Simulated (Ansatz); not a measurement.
System: cubic perovskite LaAlO₃ (cubic high-temperature phase). Method: PBEsol+SOC (Ansatz, a first-principles code, plane waves, PAW).

Settings: plane-wave cutoff 520 eV, 10×10×10 k mesh, Fermi–Dirac smearing 0.01 eV, PAW data made under PBE.

A third-order Birch–Murnaghan fit to the energies gives V0 = 10.732 Å³/atom, B0 = 208 GPa, B′ = 4.3.

| V (Å³/atom) | P (GPa) |
|---|---|
| 10.087 | 14.66 |
| 10.302 | … |
| 10.517 | 4.39 |
| 10.731 | 0.01 |
| 10.946 | -3.94 |
| 11.160 | -7.48 |
| 11.375 | … |

Estimate the withheld pressures from this fit; the answers are the runs' own values.


- 10.302, P (GPa): 9.25
- 11.375, P (GPa): -10.68

The formula P = (3/2) B0 (x^(7/3) − x^(5/3)) [1 + (3/4)(B′ − 4)(x^(2/3) − 1)] with x = V0/V meets the computed pressures within 0.08 GPa when these rounded values are put in.

Measured, for comparison: bulk modulus 215 ± 4 GPa (room temperature, no zero-point or thermal correction, cubic phase above 14 GPa, extrapolated to zero pressure; as tabulated in Guennou et al. (2011), arXiv:1105.1276). Computed (rounded) less measured: bulk modulus -3 %.

Note: the relaxation could not lower the start's symmetry, so the cell can be a saddle point above a distorted one.
